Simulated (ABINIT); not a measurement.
Crystal: HgSe.

```
Hg Se
1.0
     0.00000    3.03900    3.03900
     3.03900    0.00000    3.03900
     3.03900    3.03900    0.00000
Hg Se
1 1
Direct
  0.00000 0.00000 0.00000
  0.75000 0.75000 0.75000
```

```yaml
Program: ABINIT 10.8.3 (patched build)
Task: relaxation of cell and atoms
Functional: PBEsol
Potentials_or_basis: PseudoDojo NC SR PBEsol v0.4.1 standard
Cutoff: 1170 eV
k_mesh: 6 × 6 × 6
Occupations: fermi-dirac, width 0.05 eV
Spin: no spin polarisation
```

At the start: pressure 1.5 GPa; volume 28.07 Å³/atom.

Q: How do energy, volume and symmetry change on relaxing?

A: Over 4 steps the energy falls by 3.4 meV/atom and the volume is 28.83 Å³/atom (+2.7 %); space group F-43m (No. 216, to 0.05 Å).

The path:
```csv
step,energy change (eV),largest force (eV/Å),pressure (GPa),volume (Å³)
1,0.0000,0.0000,1.48,56.13
2,-0.0021,0.0000,1.22,56.39
3,-0.0068,0.0000,0.05,57.60
4,-0.0068,0.0000,0.00,57.65
```

Final structure:
```xyz
2
Lattice="0.0000 3.0662 3.0662 3.0662 0.0000 3.0662 3.0662 3.0662 0.0000" Properties=species:S:1:pos:R:3 pbc="T T T"
Hg    0.0000    0.0000    0.0000
Se    4.5993    4.5993    4.5993
```
